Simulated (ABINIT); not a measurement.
Al:

```
CELL_PARAMETERS angstrom
0.00000 2.02481 2.02481
2.02481 0.00000 2.02481
2.02481 2.02481 0.00000
ATOMIC_POSITIONS crystal
Al 0.00000 0.00000 0.00000
```

- Program: ABINIT 10.8.3 (patched build)
- Task: relaxation of cell and atoms
- Functional: PBEsol
- Potentials or basis: PseudoDojo NC SR PBEsol v0.4.1 standard
- Cutoff: 544 eV
- k mesh: 8 × 8 × 8
- Occupations: fermi-dirac, width 0.05 eV
- Spin: no spin polarisation

At the start: pressure -2.1 GPa; volume 16.60 Å³/atom.

How do energy, volume and symmetry change on relaxing?

Over 4 steps the energy falls by 2.7 meV/atom and the volume is 16.19 Å³/atom (-2.5 %); space group Fm-3m (No. 225, to 0.05 Å).

Step by step:
| step | energy change (eV) | largest force (eV/Å) | pressure (GPa) | volume (Å³) |
| --- | --- | --- | --- | --- |
| 1 | 0.0000 | 0.0000 | -2.06 | 16.60 |
| 2 | -0.0012 | 0.0000 | -1.57 | 16.50 |
| 3 | -0.0027 | 0.0000 | 0.05 | 16.18 |
| 4 | -0.0027 | 0.0000 | 0.00 | 16.19 |

Final structure:
```
Al
1.0
     0.00000    2.00785    2.00785
     2.00785    0.00000    2.00785
     2.00785    2.00785    0.00000
Al
1
Direct
  0.00000 0.00000 0.00000
```

The cell as given is a measured one (16.60 Å³/atom); PBEsol puts the equilibrium volume -2.5 % from it, thermal expansion not counted.
